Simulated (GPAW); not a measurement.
The system is HfB2.

```
CELL_PARAMETERS angstrom
3.14000 0.00000 0.00000
-1.57000 2.71932 0.00000
0.00000 0.00000 3.48000
ATOMIC_POSITIONS crystal
Hf 0.00000 0.00000 0.00000
B 0.66667 0.33333 0.50000
B 0.33333 0.66667 0.50000
```

Base run:

* Program: GPAW 26.7.0
* Functional: LDA
* Potentials or basis: the program's PAW data sets (release 1.2.1) made for this functional
* Cutoff: 800 eV
* Basis: pw
* k mesh: 10 × 10 × 8
* Occupations: fermi-dirac, width 0.05 eV
* Spin: no spin polarisation
* Hubbard terms: Hf d U = 5 eV

Its results: band gap on the k mesh none (metal or under the smearing width); pressure 5.1 GPa.

Task: The run is repeated on the same cell with these changes: hubbard terms from Hf d U = 5 eV to Hf d U = 6 eV. What comes out?

Result: Band gap on the k mesh none (metal or under the smearing width); pressure 8.5 GPa.

Caveats: U without spin polarisation on a metal has little footing; the U is typed as a test and isn't derived for this compound.

Not every run made on this cell is shown here.
